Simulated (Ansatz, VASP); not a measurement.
**Two plane-wave programs on BN**

INCAR

```
PREC = Accurate ; ENCUT = 520
EDIFF = 1E-7 ; ISMEAR = 0
SIGMA = 0.05 ; LREAL = F
LASPH = T ; NELM = 100
ALGO = Normal ; ISIF = 2
LWAVE = F ; LCHARG = F
GGA = PE ; NBANDS = 16
```

File KPOINTS:

```
Automatic mesh
0
Gamma
  6 6 6
```

File POSCAR:

```
BN
1.0
    0.0000000000     -1.8123937734     -1.8123937734
   -1.8123937734      0.0000000000     -1.8123937734
    1.8123937734      1.8123937734     -3.6247875468
B N
2 2
Direct
   -0.0089102313      0.0094014173      0.0000000000
    0.5089102313      0.4905985827      0.5000000000
    0.3658815783      0.3846210845      0.8750000000
    0.8841184217      0.8653789155      0.3750000000
```

Input for Ansatz:

```yaml
crystal:
  lattice:
    - [0.0, -1.8123937734, -1.8123937734]
    - [-1.8123937734, 0.0, -1.8123937734]
    - [1.8123937734, 1.8123937734, -3.6247875468]
  atoms:
    - { symbol: B, position: [-0.0089102313, 0.0094014173, 0.0] }
    - { symbol: B, position: [0.5089102313, 0.4905985827, 0.5] }
    - { symbol: "N", position: [0.3658815783, 0.3846210845, 0.875] }
    - { symbol: "N", position: [0.8841184217, 0.8653789155, 0.375] }
basis:
  ecutwfc: 520.0
kpoints:
  mp_grid: { grid: [6, 6, 6] }
hamiltonian:
  xc: pbe
scf:
  occupations: { method: gaussian, width: 0.05 }
output:
  forces: true
  stress: true
  eigenvalues: true
```

Change from the starting cell: mode 4 frozen in at -0.017 Å and mode 5 at +0.017 Å (largest displacements).

Alike in both runs: task single point; functional PBE; k mesh 6 × 6 × 6; occupations gaussian, width 0.05 eV; no spin polarisation.

```csv
,VASP,Ansatz
version,VASP 6.6.1,Ansatz 0.2.0
potentials or method,"VASP PAW PBE potentials, release 64 (B, N)","scalar-relativistic, plane waves, PAW"
plane-wave cutoff (eV),520,520
valence electrons in the cell,16,16
```

|  | VASP | Ansatz | Ansatz less VASP |
| --- | --- | --- | --- |
| gap on the k mesh at the Fermi level (eV) | 4.44 | 4.45 | +0.011 |
| least direct gap on the mesh (eV) | 6.37 | 6.38 | +0.012 |
| pressure (GPa) | 0.2 | 0.0 | -0.21 |
| largest component of the traceless stress (GPa) | 0.13 | 0.13 | 0.000 |
| rms of the force components (eV/Å) | 0.147 | 0.147 | +0.0001 |

Atom by atom the forces differ by 0.000 eV/Å (rms over components).

Caveats: the k mesh is coarse (spacing up to 0.48 Å⁻¹), so the values aren't converged. A k mesh can miss the band edges.
